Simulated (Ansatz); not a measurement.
# TiTe2: response to strain

Aim: deform TiTe2 (equal xy, yz and zx engineering shear strains of -2 %) and compute stress, forces and field gradients with LAPW, PAW and all-electron datasets made for the crystal.

Method: DFT PBEsol, scalar-relativistic, in Ansatz 0.2.0.

### 1 Starting point

It takes space group P-3m1 (No. 164, trigonal). The conventional cell has a = 3.777 Å, b = 3.777 Å, c = 6.498 Å, α = 90.00°, β = 90.00°, γ = 120.00°. Ti (site symmetry -3m) is surrounded by 6 Te at 2.77 Å. Te (site symmetry 3m) is surrounded by 3 Ti at 2.77 Å.

Coordinates:

```xyz
3
Lattice="3.7770 0.0000 0.0000 -1.8885 3.2710 0.0000 0.0000 0.0000 6.4980" Properties=species:S:1:pos:R:3 pbc="T T T"
Ti    0.0000    0.0000    0.0000
Te    1.8885    1.0903    1.7077
Te    0.0000    2.1807    4.7903
```

Atoms are numbered in the order of the input: Ti1, Te2, Te3.

### 2 The deformed structure

Space group P-3m1 before, P-1 after.

### 3 LAPW, all electrons

Contents of input.yaml:

```yaml
crystal:
  lattice:
    - [3.7770008876, -0.0377700089, -0.0377700089]
    - [-1.921210231, 3.2898637232, -0.0138247828]
    - [-0.06498, -0.06498, 6.498]
  atoms:
    - { symbol: Ti, position: [0.0, 0.0, 0.0] }
    - { symbol: Te, position: [0.6666666667, 0.3333333333, 0.2628] }
    - { symbol: Te, position: [0.3333333333, 0.6666666667, 0.7372] }
kpoints:
  mp_grid: { grid: [13, 13, 7] }
  band_path:
    path:
      - [0.0, 0.0, 0.0]
      - [0.0, 0.0, 0.5]
      - [-0.5, 0.5, 0.0]
      - [0.0, 0.0, 0.0]
      - [0.0, -0.5, 0.0]
      - [-0.5, 0.0, 0.5]
      - [0.0, 0.0, 0.0]
      - [-0.5, 0.0, 0.0]
      - [0.0, -0.5, 0.5]
    npoints: 5
scf:
  occupations: { method: fermi_dirac, width: 0.03 }
hamiltonian:
  xc: pbesol
  pseudopotentials: { kind: all_electron, lapw: { basis_error: 0.001 } }
output:
  forces: true
  stress: true
  eigenvalues: true
```

Launch:

```
> ansatz run input.yaml --threads 1 --pin off --max-ram 4096MiB --backend cpu --events-out ev --progress --plain --runs-dir out
```

The log of the run (excerpt; [...] marks lines left out):

```text
LAPW: plane waves up to 8.107 Å⁻¹, error target 1.0e-3 eV per atom; small_component_spin mean_spin; Ti in spheres of 1.321 Å, 12 of its electrons in bands, Dirac shells []; Te in spheres of 1.397 Å, 24 of its electrons in bands, Dirac shells []
[...]
Pseudopotentials: kind: all_electron
Pseudopotential: Ti, LAPW, valence charge 12, Koelling and Harmon's equation, gaussian nucleus
Pseudopotential: Te, LAPW, valence charge 24, Koelling and Harmon's equation, gaussian nucleus
Functional definition: PBEsol
[...]
Crystal: 3 atoms, lattice volume = 80.255 Å³
Basis set: ecut = 250.43331481423857 eV, 717 PW (Γ), exchange–correlation at level 2
Bands: 36, of which v1, the nominal top of the filled ones, is band 30 counted from 1 (29 counted from 0)
Symmetry: 2 space group operations
Space group: P-1 (ITA 2), of the structure as read, at distance tolerance 4.3e-5 Å
k-points: 592 of 1183
[...]
SCF iter   1: F=—  HF=-392821.880414 eV  |F-HF|=—  |Δ(HF+E_count)|=         —  Δρ=2.07e-2  dr2=1.26e0  ethr=2.10e-3  ⟨swp⟩=2.0  Hψ=145507  notcnv=0
[...]
the basis was enlarged: its passes take 269.5 KiB over the memory plan, 1 of 1 planned eigensolver slots
[...]
SCF iter   8: F=-392821.579502 eV  HF=-392821.579502 eV  |F-HF|=2.91e-10  |Δ(HF+E_count)|=   1.28e-9  Δρ=3.64e-6  dr2=9.75e-9  ethr=2.74e-10  ⟨swp⟩=2.0  Hψ=61934  notcnv=0
[...]
NSCF: frozen V_eff on 41 k-points
SCF converged after 8 iterations
Free energy (F): -392821.579502 eV
[...]
E sigma→0 (E₀):  -392821.577518 eV
Entropy (-TS):   -0.003968 eV (-1.323 meV/atom)
Fermi energy:    11.941257 eV
[...]
--- Forces (eV/Å), atoms counted from 1 ---
  atom   1  Ti     0.00000000     0.00000000     0.00000000
  atom   2  Te     0.17834965     0.13212916    -0.08971180
  atom   3  Te    -0.17834965    -0.13212916     0.08971180
[...]
--- Stress (GPa, compression-positive) ---
       -2.120263       1.056740       1.537322
        1.056740      -2.850609       1.140514
        1.537322       1.140514      -1.404047
  P = ⅓ Tr σ = -2.1250 GPa (-21.250 kbar)
--- Band table (eV; the first three rows and the last of 592) ---
[...]
```

It took 96 s on 1 thread of AMD EPYC 9R45 (Zen 5), shared host; peak memory 2.8 GiB.

Read from it: pressure -2.12 GPa; no gap; largest force 0.239 eV/Å.

### 4 PAW on the default files

Contents of input.yaml:

```yaml
crystal:
  lattice:
    - [3.7770008876, -0.0377700089, -0.0377700089]
    - [-1.921210231, 3.2898637232, -0.0138247828]
    - [-0.06498, -0.06498, 6.498]
  atoms:
    - { symbol: Ti, position: [0.0, 0.0, 0.0] }
    - { symbol: Te, position: [0.6666666667, 0.3333333333, 0.2628] }
    - { symbol: Te, position: [0.3333333333, 0.6666666667, 0.7372] }
kpoints:
  mp_grid: { grid: [13, 13, 7] }
scf:
  occupations: { method: fermi_dirac, width: 0.03 }
hamiltonian:
  xc: pbesol
  pseudopotentials: { kind: paw }
output:
  forces: true
  stress: true
  eigenvalues: true
  efg: { contact_densities: true }
  write_density: true
  write_potential: true
  elf: true
  volumetric_format: npy
```

Launch:

```
> ansatz run input.yaml --threads 1 --pin off --max-ram 4096MiB --backend cpu --events-out ev --progress --plain --runs-dir out
```

The log of the run (excerpt; [...] marks lines left out):

```text
Te: output.efg is read without spin–orbit coupling, which moves field gradients at and beside such atoms by some per cent and up to a factor of two; PAW files take it under magnetization.noncollinear and magnetization.spin_orbit
[...]
Pseudopotentials: kind: paw
Pseudopotential: Ti, paw, valence charge 12, recommended cutoff 420 eV (normal)
Pseudopotential: Te, paw, valence charge 16, recommended cutoff 420 eV (normal)
[... 1 set-up line as earlier in the session ...]
[...]
Crystal: 3 atoms, lattice volume = 80.255 Å³
Basis set: ecut = 420 eV, 1585 PW (Γ), exchange–correlation on 54×54×90 points (8 copies of the dense FFT grid, shifted against one another)
Bands: 27, of which v1, the nominal top of the filled ones, is band 22 counted from 1 (21 counted from 0)
[... 2 set-up lines as earlier in the session ...]
k-points: 592 of 1183
[...]
  atom   2  Te     0.17853112     0.13225340    -0.08886493
  atom   3  Te    -0.17853112    -0.13225340     0.08886493
[...]
--- Stress (GPa, compression-positive) ---
       -2.122239       1.057037       1.537726
        1.057037      -2.852957       1.140773
        1.537725       1.140773      -1.405874
  P = ⅓ Tr σ = -2.1270 GPa (-21.270 kbar)
--- PAW observables at the nuclei: V_zz in 10²¹ V/m², potentials from the cell's mean, atoms counted from 1 ---
  atom   1  Ti V_zz =    -3.325443   η = 0.3292   by run symmetry: allowed
            electrostatic potential = -2528.281399 V   contact ρ = 56636.392167 e/Å³
  atom   2  Te V_zz =    -7.186621   η = 0.2987   by run symmetry: allowed
            electrostatic potential = -8649.031628 V   contact ρ = 1466658.627416 e/Å³
  atom   3  Te V_zz =    -7.186621   η = 0.2987   by run symmetry: allowed
            electrostatic potential = -8649.031628 V   contact ρ = 1466658.627416 e/Å³
--- Band table (eV; the first three rows and the last of 592) ---
[... band rows left out ...]
[...]
```

Run time: 23 s. Hardware: 1 thread of AMD EPYC 9R45 (Zen 5), shared host; peak memory 1.2 GiB.

Result: pressure -2.13 GPa; no gap; largest force 0.239 eV/Å; Vzz Ti1 -3.33 (η = 0.33), Te2 -7.19 (η = 0.30) (10²¹ V/m²).

Density in a lattice plane of the grid's cell (edges 3.78 and 6.50 Å, at 0.000 of the third edge), which holds Ti.

Values in e/Å³, 12 rows by 6 columns:
```
 4.48  0.95  0.19  0.18  0.20  1.06
 0.24  0.20  0.26  0.32  0.28  0.23
 0.10  0.14  0.29  0.44  0.32  0.15
 0.05  0.09  0.21  0.32  0.22  0.09
 0.03  0.04  0.10  0.14  0.10  0.04
 0.02  0.03  0.06  0.08  0.06  0.03
 0.03  0.04  0.10  0.14  0.10  0.04
 0.05  0.09  0.22  0.32  0.21  0.09
 0.10  0.15  0.32  0.44  0.29  0.14
 0.24  0.23  0.28  0.32  0.26  0.20
 4.48  1.06  0.20  0.18  0.19  0.95
10.16  3.10  0.16  0.13  0.16  3.10
```
Columns run along the first of these edges and rows up along the second, over one cell in 6 and 12 even steps from the bottom left corner. Atoms in the plane (fractional): Ti at (0.00, 0.00).

ELF in the same plane.

Ten even steps from ' ' (0.00) to '@' (0.64):
```
==%%@@==..--++**++--..==@@##
%%##++::--**%%%%%%##--::++##
......--##@@@@@@@@@@##==::..
....--##@@@@@@%%@@@@@@##--..
::::==##@@@@%%%%%%@@@@%%++--
..::==##@@@@@@%%%%@@@@##==::
....::++%%@@@@@@@@@@##++::..
    ..--++##%%%%%%##++::..  
      ..::--====----::..    
        ......::......      
      ..::----====--::..    
    ..::++##%%%%%%##++--..  
....::++##@@@@@@@@@@%%++::..
..::==##@@@@%%%%@@@@@@##==::
::--++%%@@@@%%%%%%@@@@##==::
....--##@@@@@@%%@@@@@@##--..
....::==##@@@@@@@@@@##--....
%%##++::--##%%%%%%**--::++##
==##@@==..--++**++--..==@@%%
  --@@++..::--==--::..++@@--
```
Columns run along the first of these edges and rows up along the second, over one cell in 14 and 20 even steps from the bottom left corner. Atoms in the plane (fractional): Ti at (0.00, 0.00).

Both are smooth fields of the valence electrons: close to the nuclei they are not physical.

Outside the cores ELF peaks at 0.73 beside Te, off the lines to its neighbours, 1.2 Å from Te; 0.70 on the Te–Ti line, 1.3 Å from Te.

### 5 All-electron PAW on datasets made for the crystal

input.yaml: that of step 4 with these lines changed.

```diff
@@ -15,3 +15,3 @@
   xc: pbesol
-  pseudopotentials: { kind: paw }
+  pseudopotentials: { kind: all_electron, datasets: crystal }
 output:
@@ -21,5 +21 @@
   efg: { contact_densities: true }
-  write_density: true
-  write_potential: true
-  elf: true
-  volumetric_format: npy
```

Launch:

```
> ansatz run input.yaml --threads 1 --pin off --max-ram 4096MiB --backend cpu --events-out ev --progress --plain --runs-dir out
```

The log of the run (excerpt; [...] marks lines left out):

```text
[...]
Te: output.efg is read without spin–orbit coupling, which moves field gradients at and beside such atoms by some per cent and up to a factor of two; PAW files take it under magnetization.noncollinear and magnetization.spin_orbit
[...]
[... 1 set-up line as earlier in the session ...]
Pseudopotential: Ti, paw, valence charge 12, recommended cutoff 240 eV (normal), Koelling and Harmon's equation, gaussian nucleus
Pseudopotential: Te, paw, valence charge 16, recommended cutoff 240 eV (normal), Koelling and Harmon's equation, gaussian nucleus
[... 1 set-up line as earlier in the session ...]
[...]
Crystal: 3 atoms, lattice volume = 80.255 Å³
Basis set: ecut = 240 eV, 689 PW (Γ), exchange–correlation on 40×40×72 points (8 copies of the dense FFT grid, shifted against one another)
Bands: 27, of which v1, the nominal top of the filled ones, is band 22 counted from 1 (21 counted from 0)
[... 1 set-up line as earlier in the session ...]
[...]
  atom   2  Te     0.17836720     0.13214127    -0.08944335
  atom   3  Te    -0.17836720    -0.13214127     0.08944335
[...]
--- Stress (GPa, compression-positive) ---
       -2.121689       1.056604       1.537366
        1.056604      -2.852043       1.140560
        1.537366       1.140560      -1.404982
  P = ⅓ Tr σ = -2.1262 GPa (-21.262 kbar)
--- PAW observables at the nuclei: V_zz in 10²¹ V/m², potentials from the cell's mean, atoms counted from 1 ---
  atom   1  Ti V_zz =    -3.312816   η = 0.3288   by run symmetry: allowed
            electrostatic potential = -2526.858106 V   contact ρ = 56683.323235 e/Å³
  atom   2  Te V_zz =    -7.262695   η = 0.2978   by run symmetry: allowed
            electrostatic potential = -8647.047057 V   contact ρ = 1466484.485842 e/Å³
  atom   3  Te V_zz =    -7.262695   η = 0.2978   by run symmetry: allowed
            electrostatic potential = -8647.047057 V   contact ρ = 1466484.485842 e/Å³
--- Band table (eV; the first three rows and the last of 592) ---
[... band rows left out ...]
[...]
```

Wall time 59 s (1 thread of AMD EPYC 9R45 (Zen 5), shared host); peak memory 2.2 GiB.

Result: pressure -2.13 GPa; no gap; largest force 0.239 eV/Å; Vzz Ti1 -3.31 (η = 0.33), Te2 -7.26 (η = 0.30) (10²¹ V/m²).

### 6 Side by side

Stress (GPa, compression positive):

```csv
method,xx,yy,zz,yz,xz,xy
LAPW,-2.12,-2.85,-1.40,1.14,1.54,1.06
PAW,-2.12,-2.85,-1.41,1.14,1.54,1.06
crystal datasets,-2.12,-2.85,-1.40,1.14,1.54,1.06
```

Forces (eV/Å):

```csv
atom,LAPW x,LAPW y,LAPW z,PAW x,PAW y,PAW z,crystal datasets x,crystal datasets y,crystal datasets z
Ti1,0.000,0.000,0.000,0.000,0.000,0.000,0.000,0.000,0.000
Te2,0.178,0.132,-0.090,0.179,0.132,-0.089,0.178,0.132,-0.089
Te3,-0.178,-0.132,0.090,-0.179,-0.132,0.089,-0.178,-0.132,0.089
```

```
          method  pressure (GPa)  largest force (eV/Å)  Vzz Ti1 (10²¹ V/m²)  Vzz Te2 (10²¹ V/m²)  SCF cycles, by the record's count
            LAPW           -2.12                 0.239                    –                    –                                  8
             PAW           -2.13                 0.239                -3.33                -7.19                                  6
crystal datasets           -2.13                 0.239                -3.31                -7.26                                 12
```

### 7 Outcome

| quantity | value |
| --- | --- |
| pressure | LAPW -2.12, PAW -2.13, crystal datasets -2.13 GPa |
| largest shear or deviatoric stress (LAPW) | 1.54 GPa |

**Reading.** The largest part of the stress beyond the pressure is 1.54 GPa in size, in the xz component; the atoms are carried along and not relaxed. No run of the undeformed cell stands beside it, so pressure and stress hold what the given cell had before the change, as far as its symmetry allows. PAW: stress within 0.01 GPa of LAPW, forces within 1 meV/Å. Crystal datasets: stress within 0.01 GPa of LAPW, forces within 1 meV/Å. Spin-orbit coupling is left out, though the cell holds Te; in elements this heavy it can shift bands and gaps by tenths of an eV.
